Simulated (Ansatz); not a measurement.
## MgO: where the heat goes in a short trajectory

Level of theory: Ansatz, DFT PBE, scalar-relativistic, plane waves, PAW. The runs took a 420 eV cutoff, a shifted (0.5, 0.5, 0.5 steps) 2×2×2 mesh and Fermi–Dirac smearing (0.02 eV). The mesh is coarse. No spin polarisation.

16 atoms start on the lattice sites below (V = 188.9 Å³, 1.00 times the source cell's; static pressure 3.36 GPa, largest force component 0.01 eV/Å) with velocities drawn for 200 K; Langevin thermostat aiming at the same temperature, fixed cell, 82 steps of 2 fs.

```xyz
16
Lattice="3.3078 0.0000 -4.9829 3.3078 0.0000 4.9829 -3.3078 -5.7293 0.0000" Properties=species:S:1:pos:R:3 pbc="T T T"
Mg    4.9617   -0.9549    0.0108
Mg    1.6539   -0.9549    0.0108
Mg    3.3078   -3.8195    0.0108
Mg    0.0000   -3.8195    0.0108
Mg    3.3078   -1.9098   -2.4807
Mg    3.3078   -1.9098    2.5022
Mg    1.6539   -4.7744   -2.4807
Mg    1.6539   -4.7744    2.5022
O     1.6539   -0.9549   -2.9776
O     1.6539   -0.9549    2.0053
O     0.0000   -3.8195   -2.9776
O     0.0000   -3.8195    2.0053
O     3.3078   -1.9098   -0.4861
O     0.0000   -1.9098   -0.4861
O     1.6539   -4.7744   -0.4861
O    -1.6539   -4.7744   -0.4861
```

| t (fs) | T (K) | kinetic energy (meV/atom) | potential energy over the first frame (meV/atom) | P with the kinetic part (GPa) |
| --- | --- | --- | --- | --- |
| 0.0 | 188 | 24.2 | 0.0 | 3.58 |
| 10.0 | 126 | 16.3 | 11.9 | 3.84 |
| 20.0 | 72 | 9.2 | 22.0 | 3.92 |
| 30.0 | 116 | 15.0 | 16.7 | 3.65 |
| 40.0 | 102 | 13.2 | 15.4 | 3.54 |
| 50.0 | 119 | 15.4 | 16.7 | 3.61 |
| 60.0 | 122 | 15.8 | 17.3 | 3.63 |
| 70.0 | 145 | 18.7 | 15.4 | 3.69 |
| 80.0 | 163 | 21.1 | 13.8 | 3.77 |
| 90.0 | 131 | 16.9 | 15.7 | 3.71 |
| 100.0 | 152 | 19.7 | 14.9 | 3.59 |
| 110.0 | 152 | 19.7 | 15.3 | 3.71 |
| 120.0 | 111 | 14.4 | 19.8 | 3.88 |
| 130.0 | 147 | 19.0 | 15.4 | 3.75 |
| 140.0 | 187 | 24.1 | 10.4 | 3.72 |
| 150.0 | 149 | 19.3 | 17.2 | 3.94 |
| 160.0 | 145 | 18.8 | 19.8 | 3.88 |

T counts 3N degrees of freedom. Means over every step of the second half, not only the rows shown: T = 150 K, kinetic energy 19.3 meV/atom, potential energy 15.9 meV/atom, P = 3.77 GPa.

Task: Does the potential energy follow equipartition for harmonic vibrations?

Result: In a harmonic crystal each vibration holds as much potential as kinetic energy on average; T is counted on all 3N degrees of freedom here, and the thermostat also drives the centre of mass, which has no potential energy, so the share is (N − 1)/N of the kinetic energy, 18.1 meV/atom. The run has 15.9, a ratio of 0.88. That is near one, as for a crystal vibrating about its sites. So short a run gives a rough mean. T is still well under the temperature that the thermostat aims for.

Task: Split the rise of pressure into the kinetic part and the rest. Can a thermal Grüneisen parameter be estimated?

Result: The program counts the kinetic part as N k_B T/V = 0.17 GPa. The pressure lies 0.41 GPa over the static one in all, so the forces add 0.24 GPa. For a harmonic mode with ω ∝ V^(−γ) and an amplitude that scales with the cell, the forces add (2γ − 2/3)U/V, which needs no equipartition; when U equals the kinetic energy K, this and the kinetic part 2K/(3V) sum to the Mie–Grüneisen γE_th/V. With U = N × 15.9 meV, γ = 1/3 + V ΔP_forces/(2U) = 0.89, for harmonic vibrations a mean over the modes weighted by their potential energy, for uniform scaling of the cell (in a layered or otherwise anisotropic crystal this differs from γ under hydrostatic pressure). Most solids fall between 1 and 3, and tetrahedral, framework and layered ones often lower; anharmonic motion and pressure swings in a cell of 16 atoms make this value uncertain by tenths or more.